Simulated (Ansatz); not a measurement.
BN built on the rocksalt prototype (r2SCAN geometry), in Ansatz:

```cif
data_structure
_symmetry_space_group_name_H-M 'P 1'
_symmetry_Int_Tables_number 1
_cell_length_a 2.4690
_cell_length_b 2.4690
_cell_length_c 2.4690
_cell_angle_alpha 60.000
_cell_angle_beta 60.000
_cell_angle_gamma 60.000
_cell_volume 10.64
loop_
_atom_site_label
_atom_site_type_symbol
_atom_site_fract_x
_atom_site_fract_y
_atom_site_fract_z
_atom_site_occupancy
B1 B 0.00000 0.00000 0.00000 1
N1 N 0.50000 0.50000 0.50000 1
```

G0W0@PBE with 58 empty bands, a screening cutoff of 180 eV and an 8×8×8 mesh (PAW, contour deformation) gives 1.923 eV over the mesh points, from a PBE gap of 1.337 eV; it sums over 62 bands with 59 plane waves in the screening and a wave cutoff of 420 eV. G0W0 values are finite-basis, finite-mesh values. The cell comes from a prototype generator: it can be a known phase or a hypothetical one. Spin polarisation is off.

Question: Estimate the gap with frequency model Godby-Needs pole.

Answer: 1.872 eV (-0.051 eV), from a Kohn-Sham gap of 1.337 eV.

Question: Another run gave a Kohn-Sham gap of 1.351 eV and a G0W0 gap of 1.956 eV, summing over 62 bands with 59 plane waves in the screening and a wave cutoff of 1240 eV. What was changed?

Answer: Potentials of the kind norm-conserving. The wave cutoff gives it away.
